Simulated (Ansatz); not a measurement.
## Relaxing MgO

Method: DFT PBE, scalar-relativistic, plane waves, PAW in Ansatz. Settings: 420 eV cutoff, 10×10×10 k-mesh, Gaussian smearing of 0.02 eV, no spin polarisation.

What was changed: relaxed at 3 GPa.

Command:

```bash
ansatz run input.yaml --threads 1 --pin off --max-ram 2560MiB --backend cpu --events-out ev --progress --plain --runs-dir out
```

Input:

```yaml
crystal:
  lattice:
    - [0.0, 2.1069832951, 2.1069832951]
    - [2.1069832951, 0.0, 2.1069832951]
    - [2.1069832951, 2.1069832951, 0.0]
  atoms:
    - { symbol: Mg, position: [0.0, 0.0, 0.0] }
    - { symbol: O, position: [0.5, 0.5, 0.5] }
basis:
  ecutwfc: 420
kpoints:
  mp_grid: { grid: [10, 10, 10] }
hamiltonian:
  xc: pbe
scf:
  occupations: { method: gaussian, width: 0.02 }
output:
  forces: true
  stress: true
  eigenvalues: true
relax:
  adjacent_minimum: "off"
  f_tol: 0.008
  max_steps: 50
  cell: { stress_tol: 0.08, p_target: 3.0 }
```

F is the free energy. Steps run on the plane waves of an earlier cell, but the last one, and at times one on the way, on a freshly chosen basis, so a repeated geometry can differ a little in energy. The relaxation lowers the enthalpy F + PV at the target pressure, so F itself can rise.

Steps:

```
step F − F(1) (eV) largest force component (eV/Å) V (Å³/atom) P (GPa)
   1         0.0000                           0.000        9.354     4.45
   2        -0.0016                           0.000        9.390     3.79
   3        -0.0031                           0.000        9.433     3.01
   4        -0.0037                           0.000        9.433     3.07
```

Relaxed structure:

```
CELL_PARAMETERS angstrom
0.00000 2.11290 2.11290
2.11290 0.00000 2.11290
2.11290 2.11290 0.00000
ATOMIC_POSITIONS crystal
Mg 0.00000 0.00000 0.00000
O 0.50000 0.50000 0.50000
```

Symmetry: Fm-3m, No. 225, cubic system. Conventional cell: a = 4.226 Å, b = 4.226 Å, c = 4.226 Å, α = 90.00°, β = 90.00°, γ = 90.00°. Mg (site symmetry m-3m) has 6 O at 2.11 Å as nearest neighbours. O (site symmetry m-3m) is surrounded by 6 Mg at 2.11 Å.

The run converged. It took 2.4 s on 1 thread of Intel(R) Xeon(R) Platinum 8488C (Sapphire Rapids), with other jobs on the host, peak memory 0.34 GiB.